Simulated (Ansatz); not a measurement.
## Rb under changes of volume

One of the cells (94.641 Å³/atom); the others are scaled copies at fixed shape and fractional positions:

```xyz
2
Lattice="5.0882 0.0000 0.0000 -2.5441 4.4065 0.0000 0.0000 0.0000 8.4421" Properties=species:S:1:pos:R:3 pbc="T T T"
Rb    2.5441    1.4688    6.3315
Rb    0.0000    2.9377    2.1105
```

This isn't the form of Rb at room conditions, which is bcc.

```yaml
Program: Ansatz 0.2.0
Functional: PBE
Potentials_or_basis: Ansatz PAW
Cutoff: "420 eV (not typed: the program's choice for these potentials)"
k_mesh: 6 × 6 × 3
Occupations: fermi-dirac, width 0.05 eV
Spin: no spin polarisation
```

```tsv
volume (Å³/atom)	energy over the lowest point (meV/atom)	pressure (GPa)
88.962	0.91	0.1
90.855	0.10	0.0
92.748	0.00	0.0
94.641	0.55	-0.1
96.534	?	?
98.426	3.35	-0.2
100.319	5.49	-0.2
```

**Question.** What does the run at 96.534 Å³/atom give?

**Answer.** Energy over the lowest point 1.68 meV/atom; pressure -0.1 GPa.

Worked out: A Birch-Murnaghan fit of order 3 (a polynomial in V^(-2/3)) to the other rows has its minimum at 92.06 Å³/atom with B0 = V·E''(V) = 2.8 GPa and B' = 3.9 at fixed shape and positions, which overstates the stiffness. It gives 1.69 meV/atom at 96.534 Å³/atom, against the run's 1.68, and -dE/dV = -0.1 GPa, against -0.1.

Energies are extrapolated to zero smearing.
